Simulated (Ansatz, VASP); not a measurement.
# Fe: VASP beside Ansatz

```
CELL_PARAMETERS angstrom
-1.41551 1.41551 1.41551
1.41551 -1.41551 1.41551
1.41551 1.41551 -1.41551
ATOMIC_POSITIONS crystal
Fe 0.00000 0.00000 0.00000
```

Alike in both runs: functional PBE; k mesh 16 × 16 × 16; occupations fermi-dirac, width 0.05 eV; collinear spin.

Ansatz relaxed the structure, and its values are those at the end. VASP's run is a single point on that final structure, the one shown.

|  | VASP | Ansatz |
| --- | --- | --- |
| version | VASP 6.6.1 | Ansatz 0.2.0 |
| potentials or method | VASP PAW PBE potentials, release 64 (Fe), cutoff 520 eV | all-electron LAPW, scalar-relativistic |

```tsv
	VASP	Ansatz	Ansatz less VASP
pressure (GPa)	0.4	0.0	-0.45
net moment per atom (μB)	2.20	2.16	-0.038
size of the moment on the site where the two differ most (μB)	2.19	2.22	+0.022
```

Site moments also hang on the region over which each program counts them. Ansatz ran all-electron here, so the differences hold the error of VASP's frozen core and of both bases.
